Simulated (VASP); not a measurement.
**VASP 6.6.1 run: AgCl**

INCAR

```
LWAVE = .FALSE.
LCHARG = .FALSE.
NELM = 74
ADDGRID = .TRUE.
NSW = 0
ISMEAR = -1
LDAUL = 2 -1
LDAUU = 2.0 0
NBANDS = 16
ISIF = 2
EDIFF = 1E-7
PREC = Accurate
METAGGA = SCAN
IBRION = -1
LASPH = .TRUE.
LDAUTYPE = 2
LMAXMIX = 4
LREAL = .FALSE.
ENCUT = 520
SIGMA = 0.02
LDAU = .TRUE.
LDAUJ = 0 0
```

KPOINTS

```
KPOINTS created by Atomic Simulation Environment
0
Gamma
8 8 8
0 0 0
```

POSCAR

```
Ag Cl
 1.0000000000000000
     0.0000000000000000    2.7626345079000001    2.7731725637000002
     2.7626345079000001    0.0000000000000000    2.7731725637000002
     2.7626345079000001    2.7626345079000001    0.0000000000000000
 Ag  Cl
   1   1
Cartesian
  0.0000000000000000  0.0000000000000000  0.0000000000000000
  2.7626345078999996  2.7626345078999996  2.7731725636999998
```

The recommended PBE PAW datasets give the neutral cell 18 valence electrons.

Command

```
mpirun -np 1 vasp_std
```

OSZICAR

```
N       E                     dE             d eps       ncg     rms          rms(c)
DAV:   1     0.631474263948E+02    0.63147E+02   -0.88677E+03  1928   0.104E+03
DAV:   2    -0.414914011205E+02   -0.10464E+03   -0.97244E+02  2328   0.228E+02
DAV:   3    -0.451703876278E+02   -0.36790E+01   -0.36715E+01  2408   0.453E+01
DAV:   4    -0.451941393175E+02   -0.23752E-01   -0.23750E-01  2312   0.392E+00
DAV:   5    -0.451944493469E+02   -0.31003E-03   -0.31003E-03  2448   0.445E-01    0.680E+00
DAV:   6    -0.400005375079E+02    0.51939E+01   -0.46541E+00  1904   0.239E+01    0.605E+00
DAV:   7    -0.399342485760E+02    0.66289E-01   -0.20745E-01  2184   0.471E+00    0.387E+00
DAV:   8    -0.399172531883E+02    0.16995E-01   -0.14009E-01  2112   0.470E+00    0.891E-01
DAV:   9    -0.399183409731E+02   -0.10878E-02   -0.78166E-03  2512   0.801E-01    0.442E-01
DAV:  10    -0.399164598893E+02    0.18811E-02   -0.19554E-03  2200   0.552E-01    0.196E-01
DAV:  11    -0.399153656429E+02    0.10942E-02   -0.17889E-03  2200   0.439E-01    0.646E-02
DAV:  12    -0.399154384813E+02   -0.72838E-04   -0.46635E-05  2408   0.844E-02    0.404E-02
DAV:  13    -0.399155762668E+02   -0.13779E-03   -0.98749E-05  2152   0.140E-01    0.180E-02
DAV:  14    -0.399155358569E+02    0.40410E-04   -0.10329E-05  2240   0.504E-02    0.341E-03
DAV:  15    -0.399155369806E+02   -0.11237E-05   -0.64110E-07  2504   0.791E-03    0.140E-03
DAV:  16    -0.399155389851E+02   -0.20045E-05   -0.80551E-08  1208   0.337E-03    0.458E-04
DAV:  17    -0.399155411382E+02   -0.21532E-05   -0.10888E-08  1096   0.946E-04    0.343E-04
DAV:  18    -0.399155411760E+02   -0.37751E-07   -0.22905E-09  1048   0.427E-04
   1 F= -.39915541E+02 E0= -.39915541E+02  d E =-.844930E-11
```

From OUTCAR

```
k-points           NKPTS =     59   k-points in BZ     NKDIM =     59   number of bands    NBANDS=     16

   NELECT =      18.0000    total number of electrons

   dimension x,y,z NGX =    30 NGY =   30 NGZ =   30
   dimension x,y,z NGXF=    60 NGYF=   60 NGZF=   60

  energy-cutoff  :      520.00
  volume of cell :       42.33
      direct lattice vectors                 reciprocal lattice vectors
     0.000000000  2.762634508  2.773172564    -0.180986663  0.180986663  0.180298913
     2.762634508  0.000000000  2.773172564     0.180986663 -0.180986663  0.180298913
     2.762634508  2.762634508  0.000000000     0.180986663  0.180986663 -0.180298913

 k-points in reciprocal lattice and weights: KPOINTS created by Atomic Simulation Env
   0.00000000  0.00000000  0.00000000       0.002
   0.12500000  0.00000000  0.00000000       0.016
   0.25000000  0.00000000  0.00000000       0.016
   0.37500000  0.00000000  0.00000000       0.016
   0.50000000  0.00000000  0.00000000       0.008
   0.12500000  0.12500000  0.00000000       0.004
   0.25000000  0.12500000  0.00000000       0.016
   0.37500000  0.12500000  0.00000000       0.016
   ...

 E-fermi :   3.6341

 k-point     1 :       0.0000    0.0000    0.0000
  band No.  band energies     occupation
      1     -12.3207      2.00000
      2       0.4716      2.00000
      3       0.4742      2.00000
      4       0.4755      2.00000
      5       0.4800      2.00000
      6       0.4800      2.00000
      7       1.0958      2.00000
      8       1.0958      2.00000
      9       1.1075      2.00000
     10       4.9746      0.00000
     11      14.8403      0.00000
     12      14.8511      0.00000
     13      14.8511      0.00000
     14      16.3347      0.00000
     15      17.6956      0.00000
     16      17.7910      0.00000

 k-point     2 :       0.1250    0.0000    0.0000
  band No.  band energies     occupation
      1     -12.2605      2.00000
      2      -0.0269      2.00000
      3      -0.0198      2.00000
      4       0.0789      2.00000
      5       0.5229      2.00000
      6       0.5269      2.00000
      7       0.9849      2.00000
      8       1.6659      2.00000
      9       1.6671      2.00000
     10       5.6647      0.00000
     11      13.4818      0.00000
     12      14.5778      0.00000
     13      14.6046      0.00000
     14      16.2163      0.00000
     15      16.2494      0.00000
     16      16.9187      0.00000

 k-point     3 :       0.2500    0.0000    0.0000
  band No.  band energies     occupation
      1     -12.1093      2.00000
      2      -0.8522      2.00000
      3      -0.5969      2.00000
      4      -0.5856      2.00000
      5       0.6423      2.00000
      6       0.6441      2.00000
      7       1.0394      2.00000
      8       2.4056      2.00000
      9       2.4171      2.00000
     10       6.9890      0.00000
     11      11.8572      0.00000
     12      13.3299      0.00000
     13      13.3747      0.00000
     14      16.4203      0.00000
     15      16.4204      0.00000
     16      16.7520      0.00000

 ...

  Total       -0.1255903     -0.1255903     -0.1579870      0.0000000     -0.0000000      0.0000000
  in kB       -4.7534934     -4.7534934     -5.9796844      0.0000000     -0.0000000      0.0000000
  external PRESSURE =      -5.1622238 kB  Pullay stress =       0.0000000 kB

 POSITION                                       TOTAL-FORCE (eV/Angst)
 -----------------------------------------------------------------------------------
      0.00000      0.00000      0.00000         0.000000      0.000000     -0.000000
      2.76263      2.76263      2.77317         0.000000     -0.000000      0.000000
 -----------------------------------------------------------------------------------
    total drift:                               -0.000000      0.000000      0.000000

  FREE ENERGIE OF THE ION-ELECTRON SYSTEM (eV)
  ---------------------------------------------------
  free  energy   TOTEN  =       -39.9155411760 eV

  energy  without entropy=      -39.9155411760  energy(sigma->0) =      -39.91554118
```

It converged. Results: gap between bands v and c on the k mesh 1.76 eV; least direct gap on the k mesh 3.87 eV; pressure -0.5 GPa. Band v is the last that the valence electrons fill when counted band by band, and c is the next.

For comparison, a separate PBE run of the intended cell, on usual settings and not on those above, gives a gap of 0.90 eV on its mesh and a pressure of 1.9 GPa.

The run above took about 2.8 min on one core of a shared host (Intel Xeon Platinum 8488C) and held 0.28 GiB at most.
